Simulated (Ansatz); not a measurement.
**Which metal conducts best in a thin wire?**

Plane-wave DFT in Ansatz, PBEsol, scalar-relativistic PAW potentials, cutoff 420 eV, no spin-orbit coupling; no spin polarisation. Relaxed crystals; Boltzmann transport at 300 K with one relaxation time τ for all states, on bands interpolated from the mesh shown (Fermi–Dirac smearing 0.15 eV in the self-consistent run). A star marks a structure that wasn't matched here to a measured phase, so it may never have been made and needn't be stable; unstarred phases aren't always the most stable ones.

```tsv
metal	k mesh	σ/τ xx, yy, zz (10²⁰ Ω⁻¹ m⁻¹ s⁻¹)	N(E_F) (states eV⁻¹ nm⁻³, both spins)
TiAl (P4/mmm)	14×14×10	5.29, 5.29, 4.32	55.6
Ti (P6_3/mmc)	18×18×10	3.12, 3.12, 3.25	53.8
Pt (Fm-3m)	20×20×20	16.11, 16.11, 16.11	133.1
Al₃Cu (P4/mmm)*	16×16×6	20.19, 20.19, 14.25	21.0
```

Get the Fermi velocity and ρλ of each, along its best-conducting axis, without knowing τ.

The trace of σ/τ is e²N(E_F)⟨v²⟩, which gives the root mean square velocity. With ρ = 1/((σ/τ)τ) and λ = vτ the time drops out: ρλ = v/(σ/τ).
| metal | v (10⁵ m/s) | ρλ (10⁻¹⁶ Ω m²) |
| --- | --- | --- |
| Pt (Fm-3m) | 4.76 | 3.0 |
| Al₃Cu (P4/mmm)* | 12.73 | 6.3 |
| TiAl (P4/mmm) | 4.09 | 7.7 |
| Ti (P6_3/mmc) | 3.32 | 10.2 |

ρλ measures the inverse of the Fermi surface's area in k space (1/(ρλ) = e²S_F/(12π³ħ) for an isotropic metal), not the velocity: slow d electrons on a large surface can match fast s electrons. Copper's value in the literature is about 6.7×10⁻¹⁶ Ω m².

How much resistivity do surfaces and grain boundaries add in a square wire 10 nm wide, with diffuse surfaces, grains as wide as the wire and a reflection coefficient of 0.3?

In the common approximations to Fuchs–Sondheimer and Mayadas–Shatzkes, Δρ = ρλ [3(1 − p)/(4d) + 3R/(2D(1 − R))], with specularity p = 0, R = 0.3, and width d and grain size D both 10 nm, so Δρ = ρλ × 1.39×10⁸ m⁻¹: Pt (Fm-3m) 4.1 μΩ cm, Al₃Cu (P4/mmm)* 8.8 μΩ cm, TiAl (P4/mmm) 10.8 μΩ cm, Ti (P6_3/mmc) 14.2 μΩ cm. The rise is smallest in Pt (Fm-3m). The wire's resistivity is this plus the bulk value, which needs phonon and disorder scattering and wasn't computed, so a small ρλ is needed but not enough: a wire metal must also be stable, stay ordered and resist electromigration and oxidation. One τ for all states gives, as a rule, a lower ρλ than one λ would, by some tens of per cent where velocities vary over the Fermi surface, which flatters d metals against copper, and the values hang on the mesh; the best axis of an anisotropic metal needs oriented grains, and the mean velocity understates λ along it.

Spin-orbit coupling, left out, matters for the members with heavy elements.

Cost: about 12 core-minutes for the runs cited, on AMD EPYC 7R43 (Zen 3), Intel Xeon 6975P-C (Granite Rapids), Intel Xeon Platinum 8488C (Sapphire Rapids) and other processors (shared hosts).